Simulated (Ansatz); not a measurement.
AgI (F-43m) from LDA to hybrids

All numbers come from Ansatz. Non-magnetic throughout; all numbers are computed.

AgI (started from an entry of an open crystallographic database), relaxed with r2SCAN. It is cubic, F-43m (No. 216); a = 6.577 Å in the conventional setting, 35.57 Å³ an atom. Ag is surrounded by 4 I at 2.85 Å; I is surrounded by 4 Ag at 2.85 Å.

```
Ag I
1.0
     0.00000    3.28863    3.28863
     3.28863    0.00000    3.28863
     3.28863    3.28863    0.00000
Ag I
1 1
Cartesian
  0.0000 0.0000 0.0000
  1.6443 1.6443 1.6443
```

Relaxed lattice by functional, symmetry kept:
```csv
functional,k mesh,a (Å),volume (Å³/atom)
PBE,6×6×6,6.632,36.46
r2SCAN,6×6×6,6.577,35.57
PBEsol,6×6×6,6.449,33.53
LDA,6×6×6,6.349,31.99
HSE06,4×4×4,6.625,36.35
```

Band edges at fixed r2SCAN geometry:
```tsv
level	k mesh	gap (eV)	kind	edges	least direct gap (eV)	rough cost
LDA	6×6×6	1.06	direct	Γ	1.06	5 core-seconds
PBE	6×6×6	1.34	direct	Γ	1.34	9 core-seconds
PBE+SOC	6×6×6	1.12	direct	Γ	1.12	30 core-seconds
r2SCAN	6×6×6	1.82	direct	Γ	1.82	8 core-seconds
HSE06	4×4×4	2.51	direct	Γ	2.51	110 core-seconds
HSE06+SOC	4×4×4	2.23	direct	Γ	2.23	5 core-minutes
DDH-PBE0	4×4×4	2.75	direct	Γ	2.75	2.1 core-minutes
PBE0	4×4×4	3.18	direct	Γ	3.18	100 core-seconds
r2SCAN0	4×4×4	3.46	direct	Γ	3.46	110 core-seconds
Hartree-Fock	4×4×4	8.90	direct	Γ	8.90	100 core-seconds
```
PBE: smearing of 0.02 eV; the others have fixed occupations.
Wave cutoffs: 420 eV, 500 eV (r2SCAN, r2SCAN0).
Costs come from shared machines and give only the order; PBE's includes the band path. The runs had 2 threads of AMD EPYC 7R43 64-Core Processor (Zen 3) (shared host).

The HSE06 gap is direct at Γ: 2.51 eV. Spin-orbit coupling changes the PBE gap by -0.23 eV, to 1.12 eV; at Γ the threefold valence level splits into a fourfold and a twofold level 0.64 eV apart, the fourfold one on top. Spin-orbit coupling changes the HSE06 gap by -0.27 eV, to 2.23 eV; at Γ the threefold valence level splits into a fourfold and a twofold level 0.79 eV apart, the fourfold one on top.

r2SCAN covers 41 % of the step from PBE to HSE06, while HSE06 needs about 13 times r2SCAN's cost (on a coarser mesh). For gaps to 0.1 eV, spin-orbit coupling (up to 0.27 eV here) has to be included. Among these functionals the gap stays direct.

r2SCAN (ground state on 6×6×6): The electronic dielectric tensor ε∞ is 4.63 in all directions. Born charges, averaged over directions: Ag +1.23, I -1.23 e. PBE (ground state on 6×6×6): ε∞: 5.19 in all directions. Born charges, averaged over directions: Ag +1.26, I -1.26 e.

Only the levels marked +SOC include spin-orbit coupling.

The meshes of the hybrids are coarse, so their gaps aren't converged to the digits shown.
